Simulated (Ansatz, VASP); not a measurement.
One calculation of P, two programs

```xyz
4
Lattice="-2.3180 2.3180 3.8385 2.3180 -2.3180 3.8385 2.3180 2.3180 -3.8385" Properties=species:S:1:pos:R:3 pbc="T T T"
P     2.3180    1.1590    0.9596
P     0.0000    1.1590    4.7981
P     1.1590    2.3180   -0.9596
P     1.1590    0.0000    2.8789
```

Alike in both runs: functional PBE; k mesh 6 × 6 × 6; occupations gaussian, width 0.1 eV; no spin polarisation.

Ansatz relaxed the structure, and its values are those at the end. VASP's run is a single point on that final structure, the one shown.

|  | VASP | Ansatz |
| --- | --- | --- |
| version | VASP 6.6.1 | Ansatz 0.2.0 |
| potentials or method | VASP PAW PBE potentials, release 64 (P) | scalar-relativistic, plane waves, PAW |
| plane-wave cutoff (eV) | 520 | 420 |
| valence electrons in the cell | 20 | 20 |

```csv
,VASP,Ansatz,Ansatz less VASP
gap on the k mesh at the Fermi level (eV),none,none,-
pressure (GPa),-0.3,-0.1,+0.19
```

A gap of «none» marks a metal or a gap that the smearing closes.
